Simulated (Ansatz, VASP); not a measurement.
**One calculation of BN, two programs**

Contents of INCAR:

```
SYSTEM = BN
ALGO     = Normal         ! electronic algorithm
EDIFF    = 1E-6           ! SCF threshold, eV
ENCUT    = 520            ! plane-wave cutoff, eV
GGA      = PE             ! functional
ISIF     = 2              ! what is computed and relaxed
ISMEAR   = -1             ! smearing method
LASPH    = .TRUE.         ! aspherical terms in the spheres
LCHARG   = .TRUE.         ! write CHGCAR
LELF     = .TRUE.         ! ELF
LREAL    = .FALSE.        ! projectors in reciprocal space
LVHAR    = .TRUE.       
LWAVE    = .FALSE.        ! write WAVECAR
NBANDS   = 11             ! bands
NELM     = 80             ! most SCF steps
PREC     = Accurate       ! precision mode
SIGMA    = 0.05           ! smearing width, eV
```

File KPOINTS:

```
k-points
0
G
  14 14 14
  0 0 0
```

POSCAR

```
BN
1.0
    1.9011231338      0.0000000000      0.0000000000
    0.0000000000      1.9011231338      0.0000000000
    0.0000000000      0.0000000000      1.9011231338
B N
1 1
Direct
    0.0000000000      0.0000000000      0.0000000000
    0.5000000000      0.5000000000      0.5000000000
```

Input for Ansatz:

```yaml
crystal:
  lattice:
    - [1.9011231338, 0.0, 0.0]
    - [0.0, 1.9011231338, 0.0]
    - [0.0, 0.0, 1.9011231338]
  atoms:
    - { symbol: B, position: [0.0, 0.0, 0.0] }
    - { symbol: "N", position: [0.5, 0.5, 0.5] }
kpoints:
  mp_grid: { grid: [14, 14, 14] }
scf:
  occupations: { method: fermi_dirac, width: 0.05 }
hamiltonian:
  xc: pbe
  pseudopotentials: { kind: all_electron, datasets: crystal }
output:
  forces: true
  stress: true
  eigenvalues: true
```

Change from the starting cell: volume scaled by 0.55, crystal datasets.

Alike in both runs: task single point; functional PBE; k mesh 14 × 14 × 14; occupations fermi-dirac, width 0.05 eV; no spin polarisation.

```csv
,VASP,Ansatz
version,VASP 6.6.1,Ansatz 0.2.0
potentials or method,"VASP PAW PBE potentials, release 64 (B, N)","all-electron PAW with datasets made for the crystal, scalar-relativistic"
plane-wave cutoff (eV),520,see its input
```

|  | VASP | Ansatz | Ansatz less VASP |
| --- | --- | --- | --- |
| pressure (GPa) | 473.8 | 472.8 | -1.00 |

Ansatz ran all-electron here, so the differences hold the error of VASP's frozen core and of both bases. Ansatz warned: «printed_levels_off».

Caveats: the cell as given lies far from equilibrium; so large a pressure means that the cell lies far from this level's equilibrium, or that cutoff or potentials fall short (VASP).
